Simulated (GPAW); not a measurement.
# Collinear magnetic orders of free-standing square V monolayer, spacing 2.546 A with GPAW

Wanted: the moments of free-standing square V monolayer, spacing 2.546 A and the energy of each order that was tried.

Main program and level: GPAW 26.7.0; PBE; plane waves with GPAW's PAW setups, scalar-relativistic.

This is a report of a sequence of runs, with most program output left out.

## 1. Set-up

The cell holds 1 atom: 1 V. Cell: a = 2.546 Å, b = 2.546 Å, c = 14.000 Å, α = 90.0°, β = 90.0°, γ = 90.0°. model lattice. Vacuum lies along c.

## 2. Order 1, typed as ferro +

Parallel moments need no larger cell; this start tests for a ferromagnetic state only.

Contents of order1.py:

```python
import json
import numpy as np
from ase import Atoms
from ase.parallel import paropen, parprint
from gpaw import GPAW

atoms = Atoms(['V'],
    cell=[[2.546, 0.0, 0.0],
         [0.0, 2.546, 0.0],
         [0.0, 0.0, 14.0]],
    scaled_positions=[[0.0, 0.0, 0.5]],
    pbc=True,
    magmoms=[1.5])
atoms.calc = GPAW(mode={'name': 'pw', 'ecut': 550},
    xc='PBE',
    kpts={'size': (10, 10, 1), 'gamma': True},
    occupations={'name': 'fermi-dirac', 'width': 0.1},
    convergence={'density': 1e-05, 'energy': 1e-05},
    maxiter=200,
    symmetry={'tolerance': 1e-4},
    txt='order1.txt')
e = atoms.get_potential_energy(force_consistent=True)
res = {'free_energy': e, 'energy_sigma0': atoms.get_potential_energy(), 'fermi_energy': atoms.calc.get_fermi_level()}
res['moments'] = atoms.get_magnetic_moments().tolist()
res['total'] = atoms.get_magnetic_moment()
parprint('site moments (muB):', np.round(res['moments'], 3))
parprint(f"total moment: {res['total']:.3f} muB")
parprint(f'free energy: {e:.6f} eV')
atoms.calc.write('order1.gpw')
with paropen('results.json', 'w') as f:
    json.dump(res, f)
```

On the command line:

```
$ OMP_NUM_THREADS=1 python3 order1.py > order1.log
```

It took 18 s on 1 MPI rank of Intel Xeon 6975P-C (Granite Rapids), shared host; peak memory 0.19 GiB.

Read from the output:

```
magnetization  : 1.389 μB
final state    : ferromagnetic
largest moment : 1.005 μB
```

After 20 cycles the largest moment stands at 1.00 μB.

## 3. Run 2 (antiferro q=(1/2,1/2,0) +-)

Reversing part of the moments tests the sign of the couplings between them.

The cell is doubled to 2 atoms to hold this order. Its mesh is chosen so that both cells sample the same points.

Contents of order2.py:

```python
import json
import numpy as np
from ase import Atoms
from ase.parallel import paropen, parprint
from gpaw import GPAW

atoms = Atoms(['V', 'V'],
    cell=[[5.092, 0.0, 0.0],
         [2.546, 2.546, 0.0],
         [0.0, 0.0, 14.0]],
    scaled_positions=[[0.0, 0.0, 0.5],
         [0.5, 0.0, 0.5]],
    pbc=True,
    magmoms=[1.5, -1.5])
atoms.calc = GPAW(mode={'name': 'pw', 'ecut': 550},
    xc='PBE',
    kpts={'size': (5, 10, 1), 'gamma': True},
    occupations={'name': 'fermi-dirac', 'width': 0.1},
    convergence={'density': 1e-05, 'energy': 1e-05},
    maxiter=200,
    symmetry={'tolerance': 1e-4},
    txt='order2.txt')
e = atoms.get_potential_energy(force_consistent=True)
res = {'free_energy': e, 'energy_sigma0': atoms.get_potential_energy(), 'fermi_energy': atoms.calc.get_fermi_level()}
res['moments'] = atoms.get_magnetic_moments().tolist()
res['total'] = atoms.get_magnetic_moment()
parprint('site moments (muB):', np.round(res['moments'], 3))
parprint(f"total moment: {res['total']:.3f} muB")
parprint(f'free energy: {e:.6f} eV')
atoms.calc.write('order2.gpw')
with paropen('results.json', 'w') as f:
    json.dump(res, f)
```

On the command line:

```
$ OMP_NUM_THREADS=1 python3 order2.py > order2.log
```

Elapsed: 67 s, on 1 MPI rank; peak memory 0.35 GiB.

This step gave:

```
magnetization  : 0 μB
final state    : antiferromagnetic
largest moment : 1.603 μB
```

It lies 102 meV a seeded atom under the first start, and its largest moment is 1.60 μB against 1.00 μB.

## 4. Run 3 (antiferro q=(0,1/2,0) +-)

The cell is doubled to 2 atoms to hold this order. Its mesh is chosen so that both cells sample the same points.

order3.py is the script of step 3 with these lines changed:

```diff
@@ -7,7 +7,7 @@
 atoms = Atoms(['V', 'V'],
-    cell=[[5.092, 0.0, 0.0],
-         [2.546, 2.546, 0.0],
+    cell=[[2.546, 0.0, 0.0],
+         [0.0, 5.092, 0.0],
          [0.0, 0.0, 14.0]],
     scaled_positions=[[0.0, 0.0, 0.5],
-         [0.5, 0.0, 0.5]],
+         [0.0, 0.5, 0.5]],
     pbc=True,
@@ -16,3 +16,3 @@
     xc='PBE',
-    kpts={'size': (5, 10, 1), 'gamma': True},
+    kpts={'size': (10, 5, 1), 'gamma': True},
     occupations={'name': 'fermi-dirac', 'width': 0.1},
@@ -21,3 +21,3 @@
     symmetry={'tolerance': 1e-4},
-    txt='order2.txt')
+    txt='order3.txt')
 e = atoms.get_potential_energy(force_consistent=True)
@@ -29,3 +29,3 @@
 parprint(f'free energy: {e:.6f} eV')
-atoms.calc.write('order2.gpw')
+atoms.calc.write('order3.gpw')
 with paropen('results.json', 'w') as f:
```

On the command line:

```
$ OMP_NUM_THREADS=1 python3 order3.py > order3.log
```

Elapsed: 47 s, on 1 MPI rank; peak memory 0.29 GiB.

Spin moment in the augmentation sphere by atom:

| atom | spin moment in the augmentation sphere (μB) |
| --- | --- |
| V1 | 1.90 |
| V2 | -1.90 |

This step gave:

```
magnetization : 0 μB
final state   : antiferromagnetic
```

It lies 99.5 meV a seeded atom under the first start, and its largest moment is 1.90 μB against 1.00 μB.

## 5. Start 4: no spin polarisation

A run without seeds gives the energy of the state without moments.

Contents of nospin.py:

```python
import json
import numpy as np
from ase import Atoms
from ase.parallel import paropen, parprint
from gpaw import GPAW

atoms = Atoms(['V'],
    cell=[[2.546, 0.0, 0.0],
         [0.0, 2.546, 0.0],
         [0.0, 0.0, 14.0]],
    scaled_positions=[[0.0, 0.0, 0.5]],
    pbc=True)
atoms.calc = GPAW(mode={'name': 'pw', 'ecut': 550},
    xc='PBE',
    kpts={'size': (10, 10, 1), 'gamma': True},
    occupations={'name': 'fermi-dirac', 'width': 0.1},
    convergence={'density': 1e-05, 'energy': 1e-05},
    maxiter=200,
    symmetry={'tolerance': 1e-4},
    txt='nospin.txt')
e = atoms.get_potential_energy(force_consistent=True)
res = {'free_energy': e, 'energy_sigma0': atoms.get_potential_energy(), 'fermi_energy': atoms.calc.get_fermi_level()}
parprint(f'free energy: {e:.6f} eV')
atoms.calc.write('nospin.gpw')
with paropen('results.json', 'w') as f:
    json.dump(res, f)
```

On the command line:

```
$ OMP_NUM_THREADS=1 python3 nospin.py > nospin.log
```

Run time: 7 s. Hardware: 1 MPI rank; peak memory 0.16 GiB.

This step gave:

| Quantity | Value |
| --- | --- |
| final state | non-magnetic (no spin polarisation) |

It lies 3.41 meV a seeded atom under the first start.

## 6. Energies of the orders

These are free energies at a smearing of 0.1 eV, so its entropy term is in the differences. They are divided by the number of seeded atoms, so that cells of unlike size compare. Wavevectors q in the names are fractions of the reciprocal vectors of the first run's cell.

Orders:

| start | final state | typed order kept | energy over the lowest (meV a seeded atom) | largest site moment (μB) | net moment (μB a primitive cell) | mesh matched | CPU time (s) |
| --- | --- | --- | --- | --- | --- | --- | --- |
| ferro + | ferromagnetic | yes | 102.4 | 1.005 | 1.389 | yes | 18.09 |
| antiferro q=(1/2,1/2,0) +- | antiferromagnetic | yes | 0 | 1.603 | 0 | yes | 66.55 |
| antiferro q=(0,1/2,0) +- | antiferromagnetic | yes | 2.922 | 1.901 | 0 | yes | 46.44 |
| no spin polarisation | non-magnetic | - | 99.03 | 0 | 0 | yes | 6.85 |

## 7. Summary of results

```
lowest state found                 : antiferromagnetic (typed antiferro q=(1/2,1/2,0) +-)
largest site moment                : 1.60 μB
next state                         : antiferromagnetic, 2.92 meV a seeded atom higher
energy gained by spin polarisation : 99.0 meV a seeded atom
```

The lowest state found is antiferromagnetic, reached from the start antiferro q=(1/2,1/2,0) +-, with moments up to 1.60 μB. The two lowest states lie so close that the mesh, the functional or spin–orbit coupling could swap them. Only 4 starts are shown; other collinear patterns, canted and longer-period orders are not.

[Logs and program files are shortened in this print: banners, set-up blocks, solver, clock and traceback lines can be left out without a mark of their own.]

[Logs are printed without paths, hosts, clocks, repeated set-up lines and the standing remarks that a program may print on its own settings, such as how far it seeks lower states.]

[Hosts, paths, dates, database ids (printed as entryN), source tags and the programs' standing remarks are cut or masked in the printed files.]

[Where a cell is said to come from a database of computed structures, the database is the Materials Project.]
